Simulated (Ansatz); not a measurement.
# Co: equation of state with LDA

The system is Co.

```
Co
1.0
     2.47200    0.00000    0.00000
    -1.23600    2.14081    0.00000
     0.00000    0.00000    4.02114
Co
2
Cartesian
  1.2360 0.7136 3.0159
  0.0000 1.4272 1.0053
```

* Program: Ansatz 0.2.0
* Task: equation of state
* Functional: LDA
* Potentials or basis: Ansatz PAW
* Cutoff: 420 eV
* Density cutoff: 1680 eV
* k mesh: 12 × 12 × 7
* Occupations: fermi-dirac, width 0.05 eV
* Spin: collinear spin, ferromagnetic start
* Starting moments: [2.0, 2.0] μB

```yaml
Equilibrium_volume: "9.99 Å³/atom (rough: see the caveat)"
Bulk_modulus_at_fixed_shape_and_positions: 275 GPa (rough)
```

Energy against volume, from the lowest point:
```tsv
volume (Å³/atom)	energy (meV/atom)
10.002	0.00
10.215	4.01
10.427	14.89
10.640	31.65
10.853	53.47
11.066	79.76
11.279	110.03
```

All runs of the series together: 42 s on 2 threads of Arm Neoverse N1, on a shared host.

Caveat: the minimum lies outside the volumes run; the cell was scaled at fixed shape and fractional positions, which overstates the stiffness of a crystal with free parameters, most of all of layers and chains.
